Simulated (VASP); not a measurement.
# C62N (a cell with a defect) in VASP: relaxation of the atoms with PBE

Aim: the relaxation of the atoms of C62N (a cell with a defect) with PBE.

Everything below comes from runs of VASP 6.6.1. Logs are shortened: lines on timing, memory, paths and dates and some standing lists are left out, and cuts for length are marked.

## 1. Starting point

The cell holds a defect, 63 atoms: a = 7.144 Å, b = 7.144 Å, c = 7.144 Å, α = 90.00°, β = 90.00°, γ = 90.00°.

The cell was built by a generator and needn't be a form met in nature.

## 2. Relaxation of the atoms, PBE, collinear spin, ferromagnetic start

Input file INCAR:

```
SYSTEM = C62N
PREC     = Accurate       ! precision mode
ENCUT    = 420            ! plane-wave cutoff, eV
EDIFF    = 1E-5           ! SCF threshold, eV
ISMEAR   = 0              ! smearing method
SIGMA    = 0.01           ! smearing width, eV
LREAL    = Auto         
LASPH    = .TRUE.         ! aspherical terms in the spheres
NELM     = 100            ! most SCF steps
ALGO     = Normal         ! electronic algorithm
ISIF     = 2              ! what is computed and relaxed
LWAVE    = .FALSE.        ! write WAVECAR
LCHARG   = .FALSE.        ! write CHGCAR
ISPIN    = 2              ! spin polarisation
MAGMOM   = 0 0 0 0 0 0 0 0 0 0 0 0 0 0 0 0 0 0 0 0 0 0 0 0 0 0 0.66 0 0 0 0 0 0 0 0 0 0 0 0 0 0 0 0 0 0.66 0 0 0 0 0 0 0 0 0 0.66 0 0 0 0 0 0 0 0 ! initial moments
LORBIT   = 11             ! projections on sites
NUPDOWN  = 2              ! fixed moment
GGA      = PE             ! functional
IBRION   = 2              ! ionic algorithm
NSW      = 40             ! ionic steps
EDIFFG   = -0.01          ! ionic threshold
NELECT   = 254          
ISYM     = 0            
NCORE    = 4
```

Input file KPOINTS:

```
regular mesh
0
G
  2 2 2
  0 0 0
```

Input file POSCAR:

```
C62N
1.0
    7.1440000000      0.0000000000      0.0000000000
    0.0000000000      7.1440000000      0.0000000000
    0.0000000000      0.0000000000      7.1440000000
N C
1 62
Direct
    0.1250000000      0.1250000000      0.1250000000
    0.0000000000      0.2500000000      0.2500000000
    0.1250000000      0.3750000000      0.3750000000
    0.2500000000      0.0000000000      0.2500000000
    0.3750000000      0.1250000000      0.3750000000
    0.2500000000      0.2500000000      0.0000000000
    0.3750000000      0.3750000000      0.1250000000
    0.0000000000      0.0000000000      0.5000000000
    0.1250000000      0.1250000000      0.6250000000
    0.0000000000      0.2500000000      0.7500000000
    0.1250000000      0.3750000000      0.8750000000
    0.2500000000      0.0000000000      0.7500000000
    0.3750000000      0.1250000000      0.8750000000
    0.2500000000      0.2500000000      0.5000000000
    0.3750000000      0.3750000000      0.6250000000
    0.0000000000      0.5000000000      0.0000000000
    0.1250000000      0.6250000000      0.1250000000
    0.0000000000      0.7500000000      0.2500000000
    0.1250000000      0.8750000000      0.3750000000
    0.2500000000      0.5000000000      0.2500000000
    0.3750000000      0.6250000000      0.3750000000
    0.2500000000      0.7500000000      0.0000000000
    0.3750000000      0.8750000000      0.1250000000
    0.0000000000      0.5000000000      0.5000000000
    0.1250000000      0.6250000000      0.6250000000
    0.0000000000      0.7500000000      0.7500000000
    0.1250000000      0.8750000000      0.8750000000
    0.2500000000      0.5000000000      0.7500000000
    0.3750000000      0.6250000000      0.8750000000
    0.2500000000      0.7500000000      0.5000000000
    0.3750000000      0.8750000000      0.6250000000
    0.5000000000      0.0000000000      0.0000000000
    0.6250000000      0.1250000000      0.1250000000
    0.5000000000      0.2500000000      0.2500000000
    0.6250000000      0.3750000000      0.3750000000
    0.7500000000      0.0000000000      0.2500000000
    0.8750000000      0.1250000000      0.3750000000
    0.7500000000      0.2500000000      0.0000000000
    0.8750000000      0.3750000000      0.1250000000
    0.5000000000      0.0000000000      0.5000000000
    0.6250000000      0.1250000000      0.6250000000
    0.5000000000      0.2500000000      0.7500000000
    0.6250000000      0.3750000000      0.8750000000
    0.7500000000      0.0000000000      0.7500000000
    0.8750000000      0.1250000000      0.8750000000
    0.7500000000      0.2500000000      0.5000000000
    0.8750000000      0.3750000000      0.6250000000
    0.5000000000      0.5000000000      0.0000000000
    0.6250000000      0.6250000000      0.1250000000
    0.5000000000      0.7500000000      0.2500000000
    0.6250000000      0.8750000000      0.3750000000
    0.7500000000      0.5000000000      0.2500000000
    0.8750000000      0.6250000000      0.3750000000
    0.7500000000      0.7500000000      0.0000000000
    0.8750000000      0.8750000000      0.1250000000
    0.5000000000      0.5000000000      0.5000000000
    0.6250000000      0.6250000000      0.6250000000
    0.5000000000      0.7500000000      0.7500000000
    0.6250000000      0.8750000000      0.8750000000
    0.7500000000      0.5000000000      0.7500000000
    0.8750000000      0.6250000000      0.8750000000
    0.7500000000      0.7500000000      0.5000000000
    0.8750000000      0.8750000000      0.6250000000
```

Potentials or basis: VASP PAW PBE potentials, release 64 (N, C).

Run with:

```
$ cat potpaw_PBE.64/N/POTCAR potpaw_PBE.64/C/POTCAR > POTCAR
$ mpirun -np 8 vasp_std > vasp.out
```

OUTCAR:

```text
SYSTEM = C62N
   PREC = Accurate
   ENCUT = 420
   EDIFF = 1E-5
   ISMEAR = 0
   LREAL = Auto
   LASPH = .TRUE.
   NELM = 100
   ISIF = 2
   ISPIN = 2
   LORBIT = 11
   NUPDOWN = 2
   GGA = PE
   IBRION = 2
   NSW = 40
   EDIFFG = -0.01
   NELECT = 254
   ISYM = 0

 ion  position               nearest neighbor table
   1  0.125  0.125  0.125-   2 1.55   4 1.55   6 1.55
   2  0.000  0.250  0.250-   1 1.55   3 1.55  37 1.55  39 1.55
   3  0.125  0.375  0.375-   2 1.55  14 1.55  20 1.55  24 1.55
   4  0.250  0.000  0.250-   1 1.55   5 1.55  19 1.55  23 1.55
   5  0.375  0.125  0.375-   4 1.55  14 1.55  34 1.55  40 1.55
   6  0.250  0.250  0.000-   1 1.55   7 1.55  11 1.55  13 1.55
   7  0.375  0.375  0.125-   6 1.55  20 1.55  34 1.55  48 1.55
[... 42 lines left out ...]
  50  0.500  0.750  0.250-  21 1.55  23 1.55  49 1.55  51 1.55
  51  0.625  0.875  0.375-  36 1.55  40 1.55  50 1.55  62 1.55
  52  0.750  0.500  0.250-  35 1.55  39 1.55  49 1.55  53 1.55
  53  0.875  0.625  0.375-  18 1.55  24 1.55  52 1.55  62 1.55
  54  0.750  0.750  0.000-  49 1.55  55 1.55  59 1.55  61 1.55
  55  0.875  0.875  0.125-  18 1.55  36 1.55  54 1.55
  56  0.500  0.500  0.500-  15 1.55  21 1.55  35 1.55  57 1.55
  57  0.625  0.625  0.625-  56 1.55  58 1.55  60 1.55  62 1.55
  58  0.500  0.750  0.750-  29 1.55  31 1.55  57 1.55  59 1.55
  59  0.625  0.875  0.875-  32 1.55  44 1.55  54 1.55  58 1.55
  60  0.750  0.500  0.750-  43 1.55  47 1.55  57 1.55  61 1.55
  61  0.875  0.625  0.875-  16 1.55  26 1.55  54 1.55  60 1.55
  62  0.750  0.750  0.500-  51 1.55  53 1.55  57 1.55  63 1.55
  63  0.875  0.875  0.625-   8 1.55  26 1.55  44 1.55  62 1.55

IMPORTANT INFORMATION: All symmetrisations will be switched off!
NOSYMM: (Re-)initialisation of all symmetry stuff for point group C_1.

----------------------------------------------------------------------------------------

                                     Primitive cell

  volume of cell :     364.6064

  direct lattice vectors                    reciprocal lattice vectors
     7.144000000  0.000000000  0.000000000     0.139977604  0.000000000  0.000000000
     0.000000000  7.144000000  0.000000000     0.000000000  0.139977604  0.000000000
     0.000000000  0.000000000  7.144000000     0.000000000  0.000000000  0.139977604

  length of vectors
     7.144000000  7.144000000  7.144000000     0.139977604  0.139977604  0.139977604

  position of ions in fractional coordinates (direct lattice)
     0.125000000  0.125000000  0.125000000
     0.000000000  0.250000000  0.250000000
     0.125000000  0.375000000  0.375000000
     0.250000000  0.000000000  0.250000000
     0.375000000  0.125000000  0.375000000
     0.250000000  0.250000000  0.000000000
[... 55 lines left out ...]
     0.750000000  0.750000000  0.500000000
     0.875000000  0.875000000  0.625000000

  ion indices of the primitive-cell ions
   primitive index   ion index
                 1           1
                 2           2
                 3           3
                 4           4
                 5           5
                 6           6
[... 55 lines left out ...]
                62          62
                63          63

----------------------------------------------------------------------------------------

 KPOINTS: regular mesh

Automatic generation of k-mesh.
 Grid dimensions read from file:
 generate k-points for:    2    2    2

 Generating k-lattice:

  Cartesian coordinates                     Fractional coordinates (reciprocal lattice)
     0.069988802  0.000000000  0.000000000     0.500000000  0.000000000  0.000000000
     0.000000000  0.069988802  0.000000000     0.000000000  0.500000000  0.000000000
[... 63 lines left out ...]
  Fermi-wavevector in a.u.,A,eV,Ry     =   1.451258  2.742480 28.655907  2.106150
  Thomas-Fermi vector in A             =   2.568776
   LORBIT       =     11    0 simple, 1 ext, 2 COOP (PROOUT), +10 PAW based schemes
   GGA     = PE    functional components
   LHFCALC =     F    Hartree Fock is set to
   AEXX    =    0.0000 exact exchange contribution
   IVDW    =     0    specifies the selected vdW correction
   LEPSILON=     F    determine dielectric tensor
   LRPA    =     F    only Hartree local field effects (RPA)
 conjugate gradient relaxation of ions
 spin polarized calculation
 Gauss-broadening in eV      SIGMA  =   0.01
  energy-cutoff  :      420.00
  volume of cell :      364.61
 maximum number of plane-waves:      7184
 NGX is ok and might be reduce to    48
   NGX = 23   NGY = 23   NGZ = 23

--------------------------------------- Ionic step        1  -------------------------------------------

 number of electron     254.0000196 magnetization       2.0000035

 Free energy of the ion-electron system (eV)
  ---------------------------------------------------
  ext. energy  EPLUGINS =         0.00000000
  ---------------------------------------------------
  free energy    TOTEN  =      -554.54920838 eV

  energy without entropy =     -554.54920838  energy(sigma->0) =     -554.54920838

------------------------ aborting loop because EDIFF is reached ----------------------------------------

  FORCE on cell =-STRESS in cart. coord.  units (eV):
  Direction    XX          YY          ZZ          XY          YZ          ZX
  --------------------------------------------------------------------------------------
  -------------------------------------------------------------------------------------
  Total        6.4198381      6.4198384      6.4198357      2.9240776      2.9240925      2.9240923
  in kB       28.2104701     28.2104714     28.2104595     12.8491717     12.8492372     12.8492364
  external PRESSURE =      28.2104670 kB  Pullay stress =       0.0000000 kB
[... 272 lines left out ...]
  FREE ENERGIE OF THE ION-ELECTRON SYSTEM (eV)
  ---------------------------------------------------
  free  energy   TOTEN  =      -555.1212866337 eV

  energy  without entropy=     -555.1212866337  energy(sigma->0) =     -555.12128663

[... ionic steps 4 to 11 ...]

--------------------------------------- Ionic step       12  -------------------------------------------

 number of electron     254.0000136 magnetization       2.0000000

------------------------ aborting loop because EDIFF is reached ----------------------------------------
[... 189 lines left out ...]
--------------------------------------- Ionic step       14  -------------------------------------------

 number of electron     254.0000135 magnetization       2.0000000

 Free energy of the ion-electron system (eV)
  ---------------------------------------------------
  ext. energy  EPLUGINS =         0.00000000
  ---------------------------------------------------
  free energy    TOTEN  =      -555.26906887 eV

  energy without entropy =     -555.26906887  energy(sigma->0) =     -555.26906887

 E-fermi :  10.6274     XC(G=0): -13.1581

 val. band max:       11.1952107793   @ k =   0.0000   0.0000   0.0000
 cond. band min:      11.9609354735   @ k =   0.5000   0.0000   0.5000
 fundamental gap:      0.7657246942
 Fermi energy:        11.2918940954

 spin component 1

 k-point     1 :       0.0000    0.0000    0.0000
  band No.  band energies     occupation
      1     -12.1437      1.00000
      2     -10.5731      1.00000
      3      -9.8506      1.00000
      4      -9.8506      1.00000
      5      -9.7436      1.00000
      6      -9.7436      1.00000
[... 1125 lines left out ...]
    138      15.3764      0.00000
    139      15.3764      0.00000
 Fermi energy:        10.6274102856

 spin component 2

 k-point     1 :       0.0000    0.0000    0.0000
  band No.  band energies     occupation
      1     -12.1207      1.00000
      2     -10.5590      1.00000
      3      -9.8323      1.00000
      4      -9.8323      1.00000
      5      -9.7042      1.00000
      6      -9.7042      1.00000
[... 1125 lines left out ...]
    138      15.3968      0.00000
    139      15.3968      0.00000
 [bands above 139 left out]

------------------------ aborting loop because EDIFF is reached ----------------------------------------

  FORCE on cell =-STRESS in cart. coord.  units (eV):
  Direction    XX          YY          ZZ          XY          YZ          ZX
  --------------------------------------------------------------------------------------
  -------------------------------------------------------------------------------------
  Total        9.5057091      9.5057125      9.5057003      3.5259716      3.5259764      3.5259724
  in kB       41.7706048     41.7706199     41.7705663     15.4940534     15.4940746     15.4940574
  external PRESSURE =      41.7705970 kB  Pullay stress =       0.0000000 kB
[... 78 lines left out ...]
  FREE ENERGIE OF THE ION-ELECTRON SYSTEM (eV)
  ---------------------------------------------------
  free  energy   TOTEN  =      -555.2690688710 eV

  energy  without entropy=     -555.2690688710  energy(sigma->0) =     -555.26906887

 reached required accuracy - stopping structural energy minimisation

 total charge

# of ion       s       p       d       tot
------------------------------------------
    1        1.219   2.658   0.000   3.878
    2        0.827   1.714   0.000   2.541
    3        0.836   1.760   0.000   2.596
    4        0.827   1.714   0.000   2.541
    5        0.836   1.760   0.000   2.596
    6        0.827   1.714   0.000   2.541
[... 55 lines left out ...]
   62        0.832   1.748   0.000   2.580
   63        0.833   1.747   0.000   2.580
--------------------------------------------------
tot         52.882 110.900   0.000 163.783

 magnetization (x)

# of ion       s       p       d       tot
------------------------------------------
    1       -0.001   0.004   0.000   0.003
    2        0.000   0.001   0.000   0.001
    3        0.000   0.002   0.000   0.002
    4        0.000   0.001   0.000   0.001
    5        0.000   0.002   0.000   0.002
    6        0.000   0.001   0.000   0.001
[... 55 lines left out ...]
   62       -0.000  -0.002   0.000  -0.002
   63        0.001   0.008   0.000   0.010
--------------------------------------------------
tot          0.165   1.086   0.000   1.251
```

Run time: 13 min. Hardware: 8 MPI ranks of Intel Xeon Platinum 8488C (Sapphire Rapids), shared host; peak memory 0.18 GiB.

Results:

| Property | Result |
| --- | --- |
| Free energy | -555.2691 eV |
| Energy gained by relaxing | 11.4 meV/atom |
| Ionic steps | 14 |
| Largest force after relaxing | 0.009 eV/Å |
| Net moment | 2.00 μB per cell |
| Site moments | N +0.00; C +0.00, -0.00, +0.01, -0.01, +0.02, +0.33 μB |
| Valence electrons inside the program's atomic spheres | N 3.88; C 2.54, 2.60, 2.59, 2.58, 2.57 |

Forces on the atoms (eV/Å):
```
N    0.002  0.002  0.002
C    0.000  0.000  0.000
C    0.002 -0.001 -0.001
C    0.000  0.000  0.000
C   -0.001  0.002 -0.001
C    0.000  0.000  0.000
C   -0.001 -0.001  0.002
C    0.000  0.000  0.000
C    0.000  0.000 -0.001
C   -0.002 -0.004  0.002
C    0.001  0.000  0.002
C   -0.004 -0.002  0.002
C    0.000  0.001  0.002
C   -0.003 -0.003  0.001
C   -0.004 -0.004  0.001
C    0.000  0.000  0.000
C    0.000 -0.001  0.000
C   -0.002  0.002 -0.004
C    0.001  0.002  0.000
C   -0.003  0.001 -0.003
C   -0.004  0.001 -0.004
C   -0.004  0.002 -0.002
C    0.000  0.002  0.001
C   -0.001  0.000  0.000
C    0.008  0.001  0.001
C    0.000 -0.001 -0.001
C   -0.002  0.003  0.003
C   -0.004  0.002  0.005
C   -0.002 -0.001 -0.005
C   -0.004  0.005  0.002
C   -0.002 -0.005 -0.001
C    0.000  0.000  0.000
C   -0.001  0.000  0.000
C    0.001 -0.003 -0.003
C    0.001 -0.004 -0.004
C    0.002 -0.002 -0.004
C    0.002  0.001  0.000
C    0.002 -0.004 -0.002
C    0.002  0.000  0.001
C    0.000 -0.001  0.000
C    0.001  0.008  0.001
C    0.002 -0.004  0.005
C   -0.001 -0.002 -0.005
C   -0.001  0.000 -0.001
C    0.003 -0.002  0.003
C    0.005 -0.004  0.002
C   -0.005 -0.002 -0.001
C    0.000  0.000 -0.001
C    0.001  0.001  0.008
C    0.002  0.005 -0.004
C   -0.001 -0.005 -0.002
C    0.005  0.002 -0.004
C   -0.005 -0.001 -0.002
C   -0.001 -0.001  0.000
C    0.003  0.003 -0.002
C    0.002  0.002  0.002
C    0.001  0.001  0.001
C    0.001  0.004  0.004
C   -0.002  0.001  0.001
C    0.004  0.001  0.004
C    0.001 -0.002  0.001
C    0.004  0.004  0.001
C    0.001  0.001 -0.002
```

Step by step:
| step | energy change (eV) | largest force (eV/Å) | pressure (GPa) |
| --- | --- | --- | --- |
| 1 | 0.0000 | 2.7742 | 2.82 |
| 2 | -0.2430 | 2.5757 | 4.70 |
| 3 | -0.5721 | 1.0029 | 3.60 |
| 4 | -0.6300 | 0.8136 | 4.41 |
| 5 | -0.6921 | 0.2818 | 4.03 |
| 6 | -0.7083 | 0.2518 | 4.23 |
| 7 | -0.7148 | 0.1263 | 4.15 |
| 8 | -0.7181 | 0.1134 | 4.20 |
| 9 | -0.7187 | 0.0664 | 4.19 |
| 10 | -0.7195 | 0.0312 | 4.19 |
| 11 | -0.7195 | 0.0269 | 4.19 |
| 12 | -0.7198 | 0.0230 | 4.18 |
| 13 | -0.7198 | 0.0189 | 4.19 |
| 14 | -0.7199 | 0.0086 | 4.18 |

Final structure:
```
CELL_PARAMETERS angstrom
7.14400 0.00000 0.00000
0.00000 7.14400 0.00000
0.00000 0.00000 7.14400
ATOMIC_POSITIONS crystal
N 0.13610 0.13610 0.13610
C 0.00573 0.24966 0.24966
C 0.12532 0.37646 0.37646
C 0.24966 0.00573 0.24966
C 0.37646 0.12532 0.37646
C 0.24966 0.24966 0.00573
C 0.37646 0.37646 0.12532
C 0.99986 0.99986 0.49987
C 0.12445 0.12445 0.62609
C 0.99851 0.24721 0.75198
C 0.12374 0.37277 0.87716
C 0.24721 0.99851 0.75198
C 0.37277 0.12374 0.87716
C 0.25005 0.25005 0.50130
C 0.37484 0.37484 0.62590
C 0.99986 0.49987 0.99986
C 0.12445 0.62609 0.12445
C 0.99851 0.75198 0.24721
C 0.12374 0.87716 0.37277
C 0.25005 0.50130 0.25005
C 0.37484 0.62590 0.37484
C 0.24721 0.75198 0.99851
C 0.37277 0.87716 0.12374
C 0.00004 0.49997 0.49997
C 0.12396 0.62405 0.62405
C 0.00061 0.75040 0.75040
C 0.13005 0.86630 0.86630
C 0.24960 0.49910 0.75106
C 0.37518 0.62443 0.87568
C 0.24960 0.75106 0.49910
C 0.37518 0.87568 0.62443
C 0.49987 0.99986 0.99986
C 0.62609 0.12445 0.12445
C 0.50130 0.25005 0.25005
C 0.62590 0.37484 0.37484
C 0.75198 0.99851 0.24721
C 0.87716 0.12374 0.37277
C 0.75198 0.24721 0.99851
C 0.87716 0.37277 0.12374
C 0.49997 0.00004 0.49997
C 0.62405 0.12396 0.62405
C 0.49910 0.24960 0.75106
C 0.62443 0.37518 0.87568
C 0.75040 0.00061 0.75040
C 0.86630 0.13005 0.86630
C 0.75106 0.24960 0.49910
C 0.87568 0.37518 0.62443
C 0.49997 0.49997 0.00004
C 0.62405 0.62405 0.12396
C 0.49910 0.75106 0.24960
C 0.62443 0.87568 0.37518
C 0.75106 0.49910 0.24960
C 0.87568 0.62443 0.37518
C 0.75040 0.75040 0.00061
C 0.86630 0.86630 0.13005
C 0.50014 0.50014 0.50014
C 0.62507 0.62507 0.62507
C 0.49973 0.75010 0.75010
C 0.62512 0.87492 0.87492
C 0.75010 0.49973 0.75010
C 0.87492 0.62512 0.87492
C 0.75010 0.75010 0.49973
C 0.87492 0.87492 0.62512
```

Caveat: the k mesh is coarse (spacing up to 0.44 Å⁻¹), so the values aren't converged; the cell carries a net charge on a neutralising background, which shifts energy and pressure; the cell is charged against a uniform background, so pressure and absolute levels hang on convention; the cutoff is under 1.25 times the usual one of these potentials, so pressure, stress and relaxed cells hold a basis-set (Pulay) error; the total moment is fixed, so each spin has its own Fermi level.
